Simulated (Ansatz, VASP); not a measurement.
# One calculation of GaAs, two programs

The input INCAR:

```
  PREC = Accurate
  ENCUT = 520
  EDIFF = 1E-6
  ISMEAR = 0
  SIGMA = 0.05
  LREAL = False
  LASPH = True
  NELM = 80
  ALGO = Normal
  ISIF = 2
  LWAVE = False
  LCHARG = False
  GGA = PE
  NBANDS = 16
```

The input KPOINTS:

```
regular mesh
0
Gamma
  8 8 8
```

File POSCAR:

```
GaAs
1.0
    0.0000000000      2.8268505379      2.8268505379
    2.8268505379      0.0000000000      2.8268505379
    2.8268505379      2.8268505379      0.0000000000
Ga As
1 1
Direct
    0.0000000000      0.0000000000      0.0000000000
    0.7500000000      0.7500000000      0.7500000000
```

Input for Ansatz:

```yaml
crystal:
  lattice:
    - [0.0, 2.8268505379, 2.8268505379]
    - [2.8268505379, 0.0, 2.8268505379]
    - [2.8268505379, 2.8268505379, 0.0]
  atoms:
    - { symbol: Ga, position: [0.0, 0.0, 0.0] }
    - { symbol: As, position: [0.75, 0.75, 0.75] }
basis:
  ecutwfc: 420
  ecutrho_ratio: 4
kpoints:
  mp_grid: { grid: [8, 8, 8] }
hamiltonian:
  xc: pbe
scf:
  occupations: { method: gaussian, width: 0.05 }
output:
  forces: true
  stress: true
  eigenvalues: true
```

Alike in both runs: task single point; functional PBE; k mesh 8 × 8 × 8; occupations gaussian, width 0.05 eV; no spin polarisation.

|  | VASP | Ansatz |
| --- | --- | --- |
| version | VASP 6.6.1 | Ansatz 0.2.0 |
| potentials or method | VASP PAW PBE potentials, release 64 (Ga_d, As) | scalar-relativistic, plane waves, PAW |
| plane-wave cutoff (eV) | 520 | 420 |
| valence electrons in the cell | 18 | 28 |

Ansatz gave:

* gap on the k mesh at the Fermi level (eV): 0.52
* least direct gap on the mesh (eV): 0.52
* pressure (GPa): 3.3

**Question.** Estimate VASP's values.

**Answer.** gap on the k mesh at the Fermi level (eV): 0.52; least direct gap on the mesh (eV): 0.52; pressure (GPa): 3.4.

The two sets of potentials don't hold the same shells in valence.

A k mesh can miss the band edges. As with any semilocal functional, this PBE gap is likely too small.
